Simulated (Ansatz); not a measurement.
**SiO2 in Ansatz: the effect of functional**

SiO2:

```
Si O
1.0
     0.00000    4.71626    7.36278
     2.35958    0.00000    7.36278
     2.35958    4.71626    0.00000
Si O
4 8
Direct
  0.93677 0.93677 0.56323
  0.68677 0.68677 0.31323
  0.31323 0.31323 0.68677
  0.56323 0.56323 0.93677
  0.06344 0.43656 0.06344
  0.43656 0.06344 0.43656
  0.81344 0.18656 0.81344
  0.18656 0.81344 0.18656
  0.12500 0.62500 0.62500
  0.62500 0.62500 0.62500
  0.62500 0.62500 0.12500
  0.62500 0.12500 0.62500
```

The cell comes from a database or a generator and needn't be the stable form of this composition.

Alike in all runs:

* Program: Ansatz 0.2.0
* Task: projected density of states
* Potentials or basis: Ansatz PAW
* k mesh: 7 × 7 × 7
* Occupations: fermi-dirac, width 0.05 eV
* Spin: no spin polarisation

```tsv
functional	cutoff	gap on the mesh (eV)	pressure (GPa)	largest force (eV/Å)
LDA	420 eV (not typed: the program's choice for these potentials)	?	?	?
PBEsol	420 eV (not typed: the program's choice for these potentials)	5.69	2.4	0.22
r2SCAN	500 eV (not typed: the program's choice for these potentials)	6.39	0.1	0.07
```

Question: What does the run with functional LDA give?

Answer: gap on the mesh 5.53 eV; pressure -1.7 GPa; largest force 0.07 eV/Å.

Caveats: odd divisions of the mesh miss points on the zone boundary, where band edges often lie, so the gap on the mesh can be too wide; the PAW data sets come from PBE, with cores solved anew for the run's functional, which leaves a small shift of forces and pressure.

A k mesh can miss the band edges.
